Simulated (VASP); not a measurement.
# SnO (I4/mmm) in VASP: further runs

The runs below take SnO through single point, with r2SCAN, HSE06, PBE.

Program: VASP 6.6.1. These are calculated values, not measurements. Logs are shortened: lines on timing, memory, paths and dates and some standing lists are left out, and cuts for length are marked.

**1. The cell of the first run**

The structure is tetragonal, space group I4/mmm (No. 139). The conventional cell has a = 3.664 Å, b = 3.664 Å, c = 5.074 Å, α = 90.00°, β = 90.00°, γ = 90.00°. Around Sn (site symmetry 4/mmm) lie 6 O at 2.54 to 2.59 Å. O (site symmetry 4/mmm) is surrounded by 6 Sn at 2.54 to 2.59 Å.

The cell was built by a generator and needn't be a form met in nature.

**2. Single point, r2SCAN (biaxial_xy strain +2.1%)**

POSCAR reads:

```
SnO
1.0
    0.0000000000      2.5910107872      2.5369732568
    2.5910107872      0.0000000000      2.5369732568
    2.5910107872      2.5910107872      0.0000000000
Sn O
1 1
Direct
    0.0000000000      0.0000000000      0.0000000000
    0.5000000000      0.5000000000      0.5000000000
```

INCAR.step1 reads:

```
SYSTEM = SnO
ALGO = Normal ; EDIFF = 1E-4
ENCUT = 520 ; GGA = PE
ISMEAR = -1 ; LASPH = .TRUE.
LCHARG = .FALSE. ; LREAL = .FALSE.
LWAVE = .TRUE. ; NBANDS = 17
NELM = 100 ; PREC = Accurate
SIGMA = 0.02
```

INCAR.step2 reads:

```
SYSTEM = SnO
ALGO = Normal ; EDIFF = 1E-7
ENCUT = 520 ; ISIF = 2
ISMEAR = -1 ; ISTART = 1
LASPH = .TRUE. ; LCHARG = .FALSE.
LMIXTAU = .TRUE. ; LREAL = .FALSE.
LWAVE = .FALSE. ; METAGGA = R2SCAN
NBANDS = 17 ; NELM = 100
PREC = Accurate ; SIGMA = 0.02
```

KPOINTS reads:

```
k-points
0
G
  8 8 8
  0 0 0
```

Potentials or basis: VASP PAW PBE potentials, release 64 (Sn_d, O).

Command:

```sh
$ cat potpaw_PBE.64/Sn_d/POTCAR potpaw_PBE.64/O/POTCAR > POTCAR
$ cp INCAR.step1 INCAR
$ mpirun -np 1 vasp_std > vasp.out
$ cp INCAR.step2 INCAR
$ mpirun -np 1 vasp_std > vasp.out
```

OUTCAR:

```text
SYSTEM = SnO
   EDIFF = 1E-7
   ENCUT = 520
   ISIF = 2
   ISMEAR = -1
   ISTART = 1
   LASPH = .TRUE.
   LREAL = .FALSE.
   METAGGA = R2SCAN
   NELM = 100
   PREC = Accurate

 ion  position               nearest neighbor table
   1  0.000  0.000  0.000-   2 2.54   2 2.54   2 2.59   2 2.59   2 2.59   2 2.59
   2  0.500  0.500  0.500-   1 2.54   1 2.54   1 2.59   1 2.59   1 2.59   1 2.59

  LATTYP: Found a body centered tetragonal cell.
 ALAT       =     3.6642425955
 C/A-ratio  =     1.3847190467

  Lattice vectors:

 A1 = (   0.0000000000,  -2.5910107872,  -2.5369732568)
 A2 = (   0.0000000000,   2.5910107872,  -2.5369732568)
 A3 = (   2.5910107872,   0.0000000000,   2.5369732568)

Analysis of symmetry for initial positions (statically):
=====================================================================
 Subroutine PRICEL returns:
 Original cell was already a primitive cell.

 Routine SETGRP: Setting up the symmetry group for a
 body centered tetragonal supercell.

 Subroutine GETGRP returns: Found 16 space group operations
 (whereof 16 operations were pure point group operations)
 out of a pool of 16 trial point group operations.

The static configuration has the point symmetry D_4h.

Analysis of symmetry for dynamics (positions and initial velocities):
=====================================================================
 Subroutine PRICEL returns:
 Original cell was already a primitive cell.

 Routine SETGRP: Setting up the symmetry group for a
 body centered tetragonal supercell.

 Subroutine GETGRP returns: Found 16 space group operations
 (whereof 16 operations were pure point group operations)
 out of a pool of 16 trial point group operations.

The dynamic configuration has the point symmetry D_4h.

 Subroutine INISYM returns: Found 16 space group operations
 (whereof 16 operations are pure point group operations),
 and found     1 'primitive' translations

----------------------------------------------------------------------------------------

                                     Primitive cell

  volume of cell :      34.0631

  direct lattice vectors                    reciprocal lattice vectors
     0.000000000  2.591010787  2.536973257    -0.192974882  0.192974882  0.197085247
     2.591010787  0.000000000  2.536973257     0.192974882 -0.192974882  0.197085247
     2.591010787  2.591010787  0.000000000     0.192974882  0.192974882 -0.197085247

  length of vectors
     3.626233611  3.626233611  3.664242596     0.336632150  0.336632150  0.336632150

  position of ions in fractional coordinates (direct lattice)
     0.000000000  0.000000000  0.000000000
     0.500000000  0.500000000  0.500000000

  ion indices of the primitive-cell ions
   primitive index   ion index
                 1           1
                 2           2

----------------------------------------------------------------------------------------

 KPOINTS: k-points

Automatic generation of k-mesh.
 Grid dimensions read from file:
 generate k-points for:    8    8    8

 Generating k-lattice:

  Cartesian coordinates                     Fractional coordinates (reciprocal lattice)
    -0.024121860  0.024121860  0.024635656     0.125000000  0.000000000  0.000000000
     0.024121860 -0.024121860  0.024635656     0.000000000  0.125000000  0.000000000
     0.024121860  0.024121860 -0.024635656     0.000000000  0.000000000  0.125000000

  Length of vectors
     0.042079019  0.042079019  0.042079019

  Shift w.r.t. Gamma in fractional coordinates (k-lattice)
     0.000000000  0.000000000  0.000000000

 Subroutine IBZKPT returns following result:
 ===========================================

 Found     59 irreducible k-points:

 Following reciprocal coordinates:
            Coordinates               Weight
  0.000000  0.000000  0.000000      1.000000
  0.125000  0.000000  0.000000      8.000000
  0.250000  0.000000  0.000000      8.000000
  0.375000  0.000000  0.000000      8.000000
  0.500000  0.000000  0.000000      4.000000
  0.125000  0.125000  0.000000      2.000000
[... 16 lines left out ...]
  0.250000  0.000000  0.125000     16.000000
  0.375000  0.000000  0.125000     16.000000
 [... further k-points ...]
   k-points           NKPTS =     59   k-points in BZ     NKDIM =     59   number of bands    NBANDS=     17
   number of dos      NEDOS =    301   number of ions     NIONS =      2
   total plane-waves  NPLWV =  21952
   dimension x,y,z NGX =    28 NGY =   28 NGZ =   28
   dimension x,y,z NGXF=    56 NGYF=   56 NGZF=   56
   ions per type =               1   1
   NGX,Y,Z   is equivalent  to a cutoff of  12.84, 12.84, 12.70 a.u.
   NGXF,Y,Z  is equivalent  to a cutoff of  25.67, 25.67, 25.41 a.u.
 SYSTEM =  SnO
   PREC   = accura    normal or accurate (medium, high low for compatibility)
   ISTART =      1    job   : 0-new  1-cont  2-samecut
   ICHARG =      0    charge: 1-file 2-atom 10-const
   ISPIN  =      1    spin polarized calculation?
[... 100 lines left out ...]
      3     -15.0324      2.00000
      4     -14.9697      2.00000
      5     -14.9686      2.00000
      6     -11.8649      2.00000
[... 9 lines left out ...]
     16      20.8920      0.00000
     17      22.6472      0.00000

 k-point     5 :       0.5000    0.0000    0.0000
  band No.  band energies     occupation
      1     -15.0439      2.00000
      2     -15.0437      2.00000
      3     -15.0344      2.00000
      4     -14.9626      2.00000
      5     -14.9611      2.00000
      6     -11.7811      2.00000
[... 9 lines left out ...]
     16      21.7931      0.00000
     17      22.0850      0.00000

 k-point     6 :       0.1250    0.1250    0.0000
  band No.  band energies     occupation
      1     -15.0535      2.00000
      2     -15.0331      2.00000
      3     -15.0330      2.00000
      4     -14.9878      2.00000
      5     -14.9875      2.00000
      6     -12.2122      2.00000
[... 9 lines left out ...]
     16      19.4560      0.00000
     17      20.9892      0.00000

 k-point     7 :       0.2500    0.1250    0.0000
  band No.  band energies     occupation
      1     -15.0553      2.00000
      2     -15.0236      2.00000
      3     -15.0231      2.00000
      4     -15.0044      2.00000
      5     -14.9795      2.00000
      6     -12.0497      2.00000
[... 9 lines left out ...]
     16      20.7201      0.00000
     17      23.2152      0.00000

 k-point     8 :       0.3750    0.1250    0.0000
  band No.  band energies     occupation
      1     -15.0536      2.00000
      2     -15.0342      2.00000
      3     -15.0252      2.00000
      4     -14.9970      2.00000
      5     -14.9654      2.00000
      6     -11.8409      2.00000
[... 9 lines left out ...]
     16      21.6631      0.00000
     17      23.6892      0.00000
[... 203 lines left out ...]
      1     -15.1981      2.00000
      2     -15.0784      2.00000
      3     -14.9687      2.00000
      4     -14.9665      2.00000
      5     -14.9564      2.00000
      6     -11.3721      2.00000
[... 9 lines left out ...]
     16      24.5207      0.00000
     17      25.2491      0.00000

 k-point    20 :      -0.3750    0.3750    0.0000
  band No.  band energies     occupation
      1     -15.1688      2.00000
      2     -15.0577      2.00000
      3     -14.9808      2.00000
      4     -14.9760      2.00000
      5     -14.9688      2.00000
      6     -11.3941      2.00000
[... 9 lines left out ...]
     16      23.0624      0.00000
     17      23.4210      0.00000

 k-point    21 :       0.5000    0.5000    0.0000
  band No.  band energies     occupation
      1     -15.2296      2.00000
      2     -15.0882      2.00000
      3     -14.9566      2.00000
      4     -14.9566      2.00000
      5     -14.9545      2.00000
      6     -11.3025      2.00000
[... 9 lines left out ...]
     16      26.2387      0.00000
     17      27.1089      0.00000

 k-point    22 :       0.1250    0.0000    0.1250
  band No.  band energies     occupation
      1     -15.0509      2.00000
      2     -15.0367      2.00000
      3     -15.0327      2.00000
      4     -15.0066      2.00000
      5     -14.9737      2.00000
      6     -12.2098      2.00000
[... 9 lines left out ...]
     16      19.4575      0.00000
     17      20.8018      0.00000

 k-point    23 :       0.2500    0.0000    0.1250
  band No.  band energies     occupation
      1     -15.0517      2.00000
      2     -15.0327      2.00000
      3     -15.0244      2.00000
      4     -15.0146      2.00000
      5     -14.9699      2.00000
      6     -12.0493      2.00000
[... 9 lines left out ...]
     16      20.7098      0.00000
     17      23.1500      0.00000

 k-point    24 :       0.3750    0.0000    0.1250
  band No.  band energies     occupation
      1     -15.0553      2.00000
      2     -15.0400      2.00000
      3     -15.0216      2.00000
      4     -15.0002      2.00000
      5     -14.9626      2.00000
      6     -11.8449      2.00000
[... 9 lines left out ...]
     16      21.7296      0.00000
     17      23.5355      0.00000

 [... further k-points ...]

------------------------ aborting loop because EDIFF is reached ----------------------------------------

  FORCE on cell =-STRESS in cart. coord.  units (eV):
  Direction    XX          YY          ZZ          XY          YZ          ZX
  --------------------------------------------------------------------------------------
  -------------------------------------------------------------------------------------
  Total       -0.8867176     -0.8867176     -0.6172621      0.0000000      0.0000000     -0.0000000
  in kB      -41.7072544    -41.7072544    -29.0332656      0.0000000      0.0000000     -0.0000000
  external PRESSURE =     -37.4825915 kB  Pullay stress =       0.0000000 kB

 VOLUME and BASIS-vectors are now :
 -----------------------------------------------------------------------------
  energy-cutoff  :      520.00
  volume of cell :       34.06
      direct lattice vectors                 reciprocal lattice vectors
     0.000000000  2.591010787  2.536973257    -0.192974882  0.192974882  0.197085247
     2.591010787  0.000000000  2.536973257     0.192974882 -0.192974882  0.197085247
     2.591010787  2.591010787  0.000000000     0.192974882  0.192974882 -0.197085247

 POSITION                                       TOTAL-FORCE (eV/Angst)
 -----------------------------------------------------------------------------------
      0.00000      0.00000      0.00000        -0.000000      0.000000      0.000000
      2.59101      2.59101      2.53697         0.000000     -0.000000      0.000000
 -----------------------------------------------------------------------------------
    total drift:                                0.000000      0.000000      0.000000

  FREE ENERGIE OF THE ION-ELECTRON SYSTEM (eV)
  ---------------------------------------------------
  free  energy   TOTEN  =       -32.2371179891 eV

  energy  without entropy=      -32.2371179891  energy(sigma->0) =      -32.23711799
```

It took 1.8 min on 1 thread of AMD EPYC 9R45 (Zen 5), shared host; peak memory 0.15 GiB.

What came out:

* Free energy: -32.2371 eV
* Pressure: -3.7 GPa
* Band gap on the k mesh: 0.95 eV, direct

Stress tensor (GPa, compression positive):
```
-4.17  0.00  0.00
 0.00 -4.17  0.00
 0.00  0.00 -2.90
```

Caveat: the PAW data sets were made with another functional, which shifts forces and pressure a little; spin-orbit coupling is left out, which moves the levels of the heavy elements. A k mesh can miss the band edges.

**3. Single point, r2SCAN (epitaxial_xy strain +2.9%)**

POSCAR reads:

```
SnO
1.0
    0.0000000000      2.6113065733      2.4698925578
    2.6113065733      0.0000000000      2.4698925578
    2.6113065733      2.6113065733      0.0000000000
Sn O
1 1
Direct
    0.0000000000      0.0000000000      0.0000000000
    0.5000000000      0.5000000000      0.5000000000
```

INCAR.step1 is that of step 2.

INCAR.step2 reads:

```
SYSTEM = SnO
ALGO = Normal ; EDIFF = 1E-7
ENCUT = 520 ; ISIF = 2
ISMEAR = -1 ; ISTART = 1
LASPH = .TRUE. ; LCHARG = .TRUE.
LELF = .TRUE. ; LMIXTAU = .TRUE.
LREAL = .FALSE. ; LVHAR = .TRUE.
LWAVE = .FALSE. ; METAGGA = R2SCAN
NBANDS = 17 ; NELM = 100
PREC = Accurate ; SIGMA = 0.02
```

KPOINTS is that of step 2.

Potentials or basis: VASP PAW PBE potentials, release 64 (Sn_d, O).

Command:

```sh
$ cat potpaw_PBE.64/Sn_d/POTCAR potpaw_PBE.64/O/POTCAR > POTCAR
$ cp INCAR.step1 INCAR
$ mpirun -np 1 vasp_std > vasp.out
$ cp INCAR.step2 INCAR
$ mpirun -np 1 vasp_std > vasp.out
```

Run time: 1.8 min. Hardware: 1 thread of AMD EPYC 9R45 (Zen 5), shared host; peak memory 0.15 GiB.

It converged, with:

| Property | Result |
| --- | --- |
| Free energy | -32.2316 eV |
| Pressure | -2.4 GPa |
| Band gap on the k mesh | 0.88 eV, indirect (least direct gap 0.88 eV) |

Stress tensor (GPa, compression positive):
```
-3.67  0.00  0.00
 0.00 -3.67  0.00
 0.00  0.00  0.30
```

Levels at points of the mesh, in eV from the valence-band top:
```csv
k point,band 7,band 8,band 9,band 10,band 11,band 12,band 13,band 14
"(0.00, 0.00, 0.00)",-6.57,-3.45,-3.06,-3.06,7.65,7.65,8.98,10.68
"(0.50, 0.00, 0.00)",-8.30,-3.00,-2.97,-0.35,0.97,4.37,5.14,10.22
"(0.50, 0.50, 0.00)",-6.28,-4.44,-4.32,-4.32,4.40,5.51,5.94,5.94
"(0.50, 0.00, 0.50)",-6.23,-4.52,-4.50,-3.96,3.81,6.00,6.03,6.90
```

Caveat: the PAW data sets were made with another functional, which shifts forces and pressure a little; spin-orbit coupling is left out, which moves the levels of the heavy elements. A k mesh can miss the band edges.

**4. Single point, HSE06 (epitaxial_111 strain +4.9%)**

POSCAR reads:

```
SnO
1.0
   -0.1983989260      2.4628860204      2.4628860204
    2.4628860204     -0.1983989260      2.4628860204
    2.4628860204      2.4628860204     -0.1983989260
Sn O
1 1
Direct
    0.0000000000      0.0000000000      0.0000000000
    0.5000000000      0.5000000000      0.5000000000
```

INCAR.step1 reads:

```
SYSTEM = SnO
  PREC = Accurate
  ENCUT = 520
  EDIFF = 1E-5
  ISMEAR = -1
  SIGMA = 0.02
  LREAL = .False.
  LASPH = .True.
  NELM = 100
  ALGO = Normal
  ISIF = 2
  LWAVE = .True.
  LCHARG = .False.
  GGA = PE
  NBANDS = 17
```

INCAR.step2 reads:

```
SYSTEM = SnO
  PREC = Accurate
  ENCUT = 520
  EDIFF = 1E-6
  ISMEAR = -1
  SIGMA = 0.02
  LREAL = .False.
  LASPH = .True.
  NELM = 100
  ALGO = Normal
  ISIF = 2
  LWAVE = .False.
  LCHARG = .False.
  GGA = PE
  LHFCALC = .True.
  HFSCREEN = 0.2079
  PRECFOCK = Normal
  ISTART = 1
  NBANDS = 17
```

KPOINTS reads:

```
Automatic mesh
0
Gamma
  6 6 6
  0 0 0
```

Command:

```sh
$ cat potpaw_PBE.64/Sn_d/POTCAR potpaw_PBE.64/O/POTCAR > POTCAR
$ cp INCAR.step1 INCAR
$ mpirun -np 1 vasp_std > vasp.out
$ cp INCAR.step2 INCAR
$ mpirun -np 1 vasp_std > vasp.out
```

It took 46 min on 1 thread of AMD EPYC 9R45 (Zen 5), shared host; peak memory 0.26 GiB.

Results (log left out):

- Free energy: -12.7263 eV
- Pressure: -3.6 GPa
- Band gap on the k mesh: 1.05 eV, indirect (least direct gap 1.14 eV)

Stress tensor (GPa, compression positive):
```
-3.57  1.83  1.83
 1.83 -3.57  1.83
 1.83  1.83 -3.57
```

Levels at points of the mesh, in eV from the valence-band top:
| k point | band 7 | band 8 | band 9 | band 10 | band 11 | band 12 | band 13 | band 14 |
| --- | --- | --- | --- | --- | --- | --- | --- | --- |
| (0.00, 0.00, 0.00) | -7.14 | -3.69 | -3.69 | -3.11 | 8.83 | 8.83 | 8.88 | 10.39 |
| (0.50, 0.00, 0.00) | -9.15 | -3.32 | -3.09 | -0.09 | 1.05 | 5.53 | 6.28 | 11.18 |
| (0.50, 0.50, 0.00) | -6.78 | -5.01 | -4.72 | -4.24 | 4.36 | 6.31 | 6.64 | 7.70 |
| (0.50, 0.50, 0.50) | -8.10 | -3.52 | -3.52 | -0.64 | 1.09 | 4.25 | 4.25 | 10.04 |

Caveat: the PAW data sets were made with another functional, which shifts forces and pressure a little; spin-orbit coupling is left out, which moves the levels of the heavy elements. A k mesh can miss the band edges.

**5. Single point, PBE (epitaxial_xy strain +2.9%)**

INCAR reads:

```
PREC = Accurate ; ENCUT = 520
EDIFF = 1E-6 ; ISMEAR = -1
SIGMA = 0.02 ; LREAL = False
LASPH = True ; NELM = 100
ALGO = Normal ; ISIF = 2
LWAVE = False ; LCHARG = True
GGA = PE ; LELF = True
LVHAR = True ; NBANDS = 17
```

KPOINTS reads:

```
Automatic mesh
0
Gamma
  8 8 8
```

POSCAR reads:

```
SnO
1.0
    0.0000000000      2.6113065733      2.4698925578
    2.6113065733      0.0000000000      2.4698925578
    2.6113065733      2.6113065733      0.0000000000
Sn O
1 1
Direct
    0.0000000000      0.0000000000      0.0000000000
    0.5000000000      0.5000000000      0.5000000000
```

Command:

```sh
$ cat potpaw_PBE.64/Sn_d/POTCAR potpaw_PBE.64/O/POTCAR > POTCAR
$ mpirun -np 1 vasp_std > vasp.out
```

Run time: 23 s. Hardware: 1 thread of AMD EPYC 9R45 (Zen 5), shared host; peak memory 0.15 GiB.

The run converged. Its results:

| Item | Value |
| --- | --- |
| Free energy | -10.4638 eV |
| Pressure | -0.2 GPa |
| Band gap on the k mesh | 0.75 eV, indirect (least direct gap 0.82 eV) |

Stress tensor (GPa, compression positive):
```
-1.62  0.00  0.00
 0.00 -1.62  0.00
 0.00  0.00  2.70
```

Levels at points of the mesh, in eV from the valence-band top:
| k point | band 8 | band 9 | band 10 | band 11 | band 12 | band 13 |
| --- | --- | --- | --- | --- | --- | --- |
| (0.00, 0.00, 0.00) | -3.20 | -2.82 | -2.82 | 7.33 | 7.33 | 8.57 |
| (0.50, 0.00, 0.00) | -2.77 | -2.74 | -0.53 | 0.91 | 4.13 | 4.87 |
| (0.50, 0.50, 0.00) | -4.40 | -4.07 | -4.07 | 4.09 | 5.11 | 5.61 |
| (0.50, 0.00, 0.50) | -4.48 | -4.24 | -3.71 | 3.54 | 5.58 | 5.70 |

Caveat: spin-orbit coupling is left out, which moves the levels of the heavy elements.

**6. Summary**

```tsv
level	cell	k mesh	exchange at q = 0	grid for exact exchange (PRECFOCK)	screening parameter	gap on the mesh (eV)	pressure (GPa)
r2SCAN	biaxial_xy strain +2.1%	8 × 8 × 8	-	-	-	0.95	-3.7
r2SCAN	epitaxial_xy strain +2.9%	8 × 8 × 8	-	-	-	0.88	-2.4
HSE06	epitaxial_111 strain +4.9%	6 × 6 × 6	truncated	Normal	0.2079 1/A	1.05	-3.6
PBE	epitaxial_xy strain +2.9%	8 × 8 × 8	-	-	-	0.75	-0.2
```

Alike in all rows: task single point; potentials or basis VASP PAW PBE potentials, release 64 (Sn_d, O); no spin polarisation; cutoff (eV) 520; smearing fermi-dirac 0.02 eV.

Caveats: spin-orbit coupling is left out, which moves the levels of the heavy elements; the PAW data sets were made with another functional, which shifts forces and pressure a little (some runs).

Absolute energies hang on the potentials; compare differences alone.
